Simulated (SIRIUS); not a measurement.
The system is Pd.

```xyz
1
Lattice="0.0000 1.9465 1.9465 1.9465 0.0000 1.9465 1.9465 1.9465 0.0000" Properties=species:S:1:pos:R:3 pbc="T T T"
Pd    0.0000    0.0000    0.0000
```

Base run:

* Program: SIRIUS 7.10.0
* Functional: PBE
* Potentials or basis: GBRV 1.5 PBE (ultrasoft)
* Cutoff: 557 eV
* Density cutoff: 5442 eV
* k mesh: 12 × 12 × 12
* Occupations: fermi-dirac, width 0.05 eV
* Spin: no spin polarisation

Its results: band gap on the k mesh none (metal or under the smearing width); pressure 7.6 GPa.

Question: The run is repeated on the same cell with these changes: potentials or basis from GBRV 1.5 PBE (ultrasoft) to PseudoDojo 0.5 PBE stringent (scalar relativistic); cutoff from 557 eV to 1127 eV; density cutoff from 5442 eV to 4507 eV; valence electrons from 16 to 18. What comes out?

Answer: Band gap on the k mesh none (metal or under the smearing width); pressure 6.9 GPa.

Caveats: this set's palladium file may shift the pressure by some GPa (some runs).

Not every run made on this cell is shown here.
